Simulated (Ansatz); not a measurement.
Mg:

```xyz
2
Lattice="3.2093 0.0000 0.0000 -1.6046 2.7793 0.0000 0.0000 0.0000 5.2103" Properties=species:S:1:pos:R:3 pbc="T T T"
Mg    1.6047    0.9264    3.9077
Mg    0.0000    1.8529    1.3026
```

- Program: Ansatz 0.2.0
- Task: single point
- Functional: PBE
- Potentials or basis: Ansatz PAW
- Cutoff: 420 eV (not typed: the program's choice for these potentials)
- k mesh: 10 × 10 × 5
- Occupations: fermi-dirac, width 0.05 eV
- Spin: no spin polarisation

On this cell: pressure -0.4 GPa; largest force under 0.003 eV/Å; band gap on the k mesh none (metal or under the smearing width).

The same run follows on a disturbed copy (atoms moved at random, drawn with an rms of 0.05 Å):

```
CELL_PARAMETERS angstrom
3.20930 0.00000 0.00000
-1.60465 2.77934 0.00000
0.00000 0.00000 5.21030
ATOMIC_POSITIONS crystal
Mg 0.67167 0.33858 0.75431
Mg 0.33659 0.68100 0.24316
```

Question: What changes?

Answer: The energy (extrapolated to zero smearing) moves by +2.4 meV/atom; pressure -0.3 GPa; largest force 0.156 eV/Å; band gap on the k mesh none (metal or under the smearing width).

Forces on the atoms (eV/Å):
```
Mg  -0.013  0.017 -0.155
Mg   0.013 -0.017  0.155
```

Stress tensor (GPa, compression positive):
```
-0.79  0.05  0.01
 0.05 -0.65 -0.02
 0.01 -0.02  0.48
```
